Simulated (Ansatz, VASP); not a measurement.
# One calculation of Si3Mo, two programs

```
Si Mo
1.0
     2.98217    0.00000    0.00000
    -1.49109    2.58264    0.00000
     0.00000    0.00000    7.75911
Si Mo
3 1
Cartesian
  0.0000 0.0000 0.0000
  0.0000 1.7218 5.7794
  0.0000 1.7218 1.9797
  0.0000 0.0000 3.8796
```

Change from the starting cell: species swapped into the Cd3Hg type (P-6m2, No. 187).

Alike in both runs: functional PBE; k mesh 18 × 18 × 6; occupations gaussian, width 0.1 eV; no spin polarisation.

Ansatz relaxed the structure, and its values are those at the end. VASP's run is a single point on that final structure, the one shown.

|  | VASP | Ansatz |
| --- | --- | --- |
| version | VASP 6.6.1 | Ansatz 0.2.0 |
| potentials or method | VASP PAW PBE potentials, release 64 (Si, Mo_sv) | scalar-relativistic, plane waves, PAW |
| plane-wave cutoff (eV) | 520 | 420 |
| valence electrons in the cell | 26 | 26 |

|  | VASP | Ansatz | Ansatz less VASP |
| --- | --- | --- | --- |
| gap on the k mesh at the Fermi level (eV) | none | none | - |
| pressure (GPa) | 0.1 | 0.0 | -0.09 |
| rms of the force components (eV/Å) | 0.008 | 0.000 | -0.0074 |

A gap of «none» marks a metal or a gap that the smearing closes.
